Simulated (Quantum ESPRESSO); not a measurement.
MgB2:

```
Mg B
1.0
     3.08500    0.00000    0.00000
    -1.54250    2.67169    0.00000
     0.00000    0.00000    3.52300
Mg B
1 2
Cartesian
  0.0000 0.0000 0.0000
  1.5425 0.8906 1.7615
  0.0000 1.7811 1.7615
```

A run of Quantum ESPRESSO 7.5 on this cell left the log below. Logs are shortened: lines on timing, memory, paths and dates and some standing lists are left out, and cuts for length are marked.

```text
This program is part of the open-source Quantum ESPRESSO suite
     for quantum simulation of materials; please cite
[... 6 lines left out ...]
     using ibrav=0 with symmetry is DISCOURAGED, use correct ibrav instead

     K-points division:     npool     =       2
     Subspace diagonalization in iterative solution of the eigenvalue problem:
     a serial algorithm will be used

     G-vector sticks info
     --------------------
     sticks:   dense  smooth     PW     G-vecs:    dense   smooth      PW
     Sum         955     499    151                27841    10021    1739

     Using Slab Decomposition

     bravais-lattice index     =            0
     lattice parameter (alat)  =       5.8298  a.u.
     unit-cell volume          =     195.9522 (a.u.)^3
     number of atoms/cell      =            3
     number of atomic types    =            2
     number of electrons       =        16.00
     number of Kohn-Sham states=           14
     kinetic-energy cutoff     =      52.0000  Ry
     charge density cutoff     =     414.0000  Ry
     scf convergence threshold =      6.0E-10
     mixing beta               =       0.5000
     number of iterations used =            8  plain     mixing
     energy convergence thresh.=      1.0E-05
     force convergence thresh. =      4.0E-04
     press convergence thresh. =      3.0E-01
     Exchange-correlation= SLA  PW   PSX  PSC
                           (   1   4  10   8   0   0   0)
     nstep                     =           40

     celldm(1)=   5.829805  celldm(2)=   0.000000  celldm(3)=   0.000000
     celldm(4)=   0.000000  celldm(5)=   0.000000  celldm(6)=   0.000000

     crystal axes: (cart. coord. in units of alat)
               a(1) = (   1.000000   0.000000   0.000000 )
               a(2) = (  -0.500000   0.866025   0.000000 )
               a(3) = (   0.000000   0.000000   1.141977 )

     reciprocal axes: (cart. coord. in units 2 pi/alat)
               b(1) = (  1.000000  0.577350 -0.000000 )
               b(2) = (  0.000000  1.154701  0.000000 )
               b(3) = (  0.000000 -0.000000  0.875674 )

     PseudoPot. # 1 for Mg read from file:
     mg_pbesol_v1.4.uspp.F.UPF
     Pseudo is Ultrasoft, Zval = 10.0
     Generated by new atomic code, or converted to UPF format
[... 2892 lines left out ...]

     reciprocal axes: (cart. coord. in units 2 pi/alat)
               b(1) = (  1.013323  0.585042 -0.000000 )
               b(2) = ( -0.000000  1.170085 -0.000000 )
               b(3) = ( -0.000000 -0.000000  0.900167 )

     PseudoPot. # 1 for Mg read from file:
     mg_pbesol_v1.4.uspp.F.UPF
     Pseudo is Ultrasoft, Zval = 10.0
     Generated by new atomic code, or converted to UPF format
     Using radial grid of  821 points,  7 beta functions with:
                l(1) =   0
                l(2) =   0
                l(3) =   0
                l(4) =   1
                l(5) =   1
                l(6) =   2
                l(7) =   2
     Q(r) pseudized with  8 coefficients,  rinner =    1.200   1.200   1.200
                                                       1.200   1.200

     PseudoPot. # 2 for B  read from file:
     b_pbesol_v1.4.uspp.F.UPF
     Pseudo is Ultrasoft + core correction, Zval =  3.0
     Generated by new atomic code, or converted to UPF format
     Using radial grid of  781 points,  4 beta functions with:
                l(1) =   0
                l(2) =   0
                l(3) =   1
                l(4) =   1
     Q(r) pseudized with  8 coefficients,  rinner =    1.100   1.100   1.100

     atomic species   valence    mass     pseudopotential
     Mg               10.00    24.30500     Mg( 1.00)
     B                 3.00    10.81000     B ( 1.00)

     24 Sym. Ops., with inversion, found

   Cartesian axes

     site n.     atom                  positions (alat units)
         1        Mg     tau(   1) = (  -0.0000000  -0.0000000  -0.0000000  )
         2        B      tau(   2) = (   0.4934260   0.2848796   0.5554527  )
         3        B      tau(   3) = (   0.0000000   0.5697592   0.5554527  )

     number of k points=    70  Fermi-Dirac smearing, width (Ry)=  0.0037
                       cart. coord. in units 2pi/alat
        k(    1) = (   0.0000000   0.0000000   0.0000000), wk =   0.0025000
        k(    2) = (  -0.0000000  -0.0000000   0.1125208), wk =   0.0050000
        k(    3) = (  -0.0000000  -0.0000000   0.2250417), wk =   0.0050000
        k(    4) = (  -0.0000000  -0.0000000   0.3375625), wk =   0.0050000
        k(    5) = (   0.0000000   0.0000000  -0.4500834), wk =   0.0025000
        k(    6) = (  -0.0000000   0.1170085  -0.0000000), wk =   0.0150000
[... 62 lines left out ...]
        k(   69) = (   0.3039970   0.5265382   0.3375625), wk =   0.0300000
        k(   70) = (   0.3039970   0.5265382  -0.4500834), wk =   0.0150000

     Dense  grid:    26399 G-vectors     FFT dimensions: (  40,  40,  45)

     Smooth grid:     9359 G-vectors     FFT dimensions: (  27,  27,  30)

     Initial potential from superposition of free atoms

     starting charge      15.6992, renormalised to      16.0000
     Starting wfcs are   13 randomized atomic wfcs +    1 random wfcs

     Self-consistent Calculation

     iteration #  1     ecut=    52.00 Ry     beta= 0.50
     Davidson diagonalization with overlap
     c_bands:  1 eigenvalues not converged
     c_bands:  1 eigenvalues not converged
     c_bands:  1 eigenvalues not converged
     ethr =  1.00E-06,  avg # of iterations = 15.2
[... 434 lines left out ...]
          total   stress  (Ry/bohr**3)                   (kbar)     P=       49.97
   0.00033993  -0.00000000  -0.00000000           50.00       -0.00       -0.00
  -0.00000000   0.00033993   0.00000000           -0.00       50.00        0.00
   0.00000000   0.00000000   0.00033926            0.00        0.00       49.91

=------------------------------------------------------------------------------=
   JOB DONE.
=------------------------------------------------------------------------------=
```

**Question.** Write the input and the command behind it.

**Answer.** Relaxation of cell and atoms with PBEsol, no spin polarisation. The files as run (others can give the same):

pw.in
```
&CONTROL
  calculation = 'vc-relax'
  prefix = 'pwscf'
  outdir = './tmp'
  pseudo_dir = './pseudo'
  tprnfor = .true.
  tstress = .true.
  disk_io = 'low'
  nstep = 40
  forc_conv_thr = 0.0004
  etot_conv_thr = 1d-05
/
&SYSTEM
  ibrav = 0
  A = 3.085
  nat = 3
  ntyp = 2
  ecutwfc = 52
  ecutrho = 414
  nbnd = 14
  occupations = 'smearing'
  smearing = 'fd'
  degauss = 0.00367493
/
&ELECTRONS
  conv_thr = 6d-10
  electron_maxstep = 120
  mixing_beta = 0.5
/
&IONS
  ion_dynamics = 'bfgs'
/
&CELL
  cell_dynamics = 'bfgs'
  press = 50
  press_conv_thr = 0.3
/
ATOMIC_SPECIES
Mg    24.3050 mg_pbesol_v1.4.uspp.F.UPF
B     10.8100 b_pbesol_v1.4.uspp.F.UPF
CELL_PARAMETERS alat
   1.0000000000    0.0000000000    0.0000000000
  -0.5000000000    0.8660254038    0.0000000000
   0.0000000000    0.0000000000    1.1419773096
ATOMIC_POSITIONS alat
Mg     0.0000000000    0.0000000000    0.0000000000
B      0.5000000000    0.2886751346    0.5709886548
B      0.0000000000    0.5773502692    0.5709886548
K_POINTS automatic
10 10 8 0 0 0
```

Potentials or basis: GBRV 1.5 PBEsol.
The run is started by
```sh
$ OMP_NUM_THREADS=1 mpirun -n 2 pw.x -nk 2 -in pw.in > pw.out
```
